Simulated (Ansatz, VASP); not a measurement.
## TaN: VASP beside Ansatz

File INCAR:

```
PREC = Accurate ; ENCUT = 520
EDIFF = 1E-7 ; ISMEAR = 0
SIGMA = 0.15 ; LREAL = False
LASPH = True ; NELM = 60
ALGO = Normal ; ISIF = 2
LWAVE = False ; LCHARG = False
GGA = PS ; NBANDS = 24
```

Contents of KPOINTS:

```
Automatic mesh
0
Gamma
  14 14 10
```

Contents of POSCAR:

```
TaN
1.0
    0.0000000000     -2.1874436362     -2.1874436362
    0.0000000000      2.1874436362     -2.1874436362
    4.3748872723      0.0000000000      0.0000000000
Ta N
2 2
Direct
    0.5000000000      0.5000000000     -0.0139207852
    0.0000000000      0.0000000000      0.5139207852
    0.5000000000      0.5000000000      0.4701706600
    0.0000000000      0.0000000000      0.0298293400
```

Input for Ansatz:

```yaml
crystal:
  lattice:
    - [0.0, -2.1874436362, -2.1874436362]
    - [0.0, 2.1874436362, -2.1874436362]
    - [4.3748872723, 0.0, 0.0]
  atoms:
    - { symbol: Ta, position: [0.5, 0.5, -0.0139207852] }
    - { symbol: Ta, position: [0.0, 0.0, 0.5139207852] }
    - { symbol: "N", position: [0.5, 0.5, 0.47017066] }
    - { symbol: "N", position: [0.0, 0.0, 0.02982934] }
basis:
  ecutwfc: 520.0
kpoints:
  mp_grid: { grid: [14, 14, 10] }
hamiltonian:
  xc: pbesol
  pseudopotentials: { kind: paw, azcp: { folder: soft_1 } }
scf:
  occupations: { method: gaussian, width: 0.15 }
output:
  forces: true
  stress: true
  eigenvalues: true
```

Change from the starting cell: mode 1 frozen in at -0.131 Å and mode 2 at +0.000 Å (largest displacements).

Alike in both runs: task single point; functional PBEsol; k mesh 14 × 14 × 10; occupations gaussian, width 0.15 eV; no spin polarisation.

|  | VASP | Ansatz |
| --- | --- | --- |
| version | VASP 6.6.1 | Ansatz 0.2.0 |
| potentials or method | VASP PAW PBE potentials, release 64 (Ta_pv, N) | scalar-relativistic, plane waves, PAW |
| plane-wave cutoff (eV) | 520 | 520 |
| valence electrons in the cell | 32 | 36 |

VASP gave:

* gap on the k mesh at the Fermi level (eV): none
* pressure (GPa): 1.5
* largest component of the traceless stress (GPa): 9.69
* rms of the force components (eV/Å): 0.568

Task: Which values does Ansatz return?

Result: gap on the k mesh at the Fermi level (eV): none; pressure (GPa): 0.2; largest component of the traceless stress (GPa): 9.56; rms of the force components (eV/Å): 0.555.

Atom by atom the forces differ by 0.013 eV/Å (rms over components). A gap of «none» marks a metal or a gap that the smearing closes. The two sets of potentials don't hold the same shells in valence. Ansatz warned: «pseudo_functional_mismatch».

Caveats: the PAW data sets were made with another functional, which shifts forces and pressure a little (VASP). Spin-orbit coupling is left out, which matters for the levels of Ta.
